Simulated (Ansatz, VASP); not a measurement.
# One calculation of Ir, two programs

```
Ir
1.0
     0.00000    1.92285    1.92285
     1.92285    0.00000    1.92285
     1.92285    1.92285    0.00000
Ir
1
Direct
  0.00000 0.00000 0.00000
```

Alike in both runs: task single point; functional r2SCAN; k mesh 14 × 14 × 14; occupations gaussian, width 0.1 eV; no spin polarisation.

|  | VASP | Ansatz |
| --- | --- | --- |
| version | VASP 6.6.1 | Ansatz 0.2.0 |
| potentials or method | VASP PAW PBE potentials, release 64 (Ir) | plane waves (500 eV) with PAW, scalar-relativistic |
| plane-wave cutoff (eV) | 520 | 500 |
| valence electrons in the cell | 9 | 17 |

Ansatz gave:

```
pressure (GPa) : -0.2
```

Problem. What did VASP give for the same quantities?

Solution. Pressure (GPa): 2.3.

The two sets of potentials don't hold the same shells in valence.

Caveats: the PAW data sets were made with another functional, which shifts forces and pressure a little (VASP). The runs have no spin-orbit coupling, so splittings on Ir are missing.
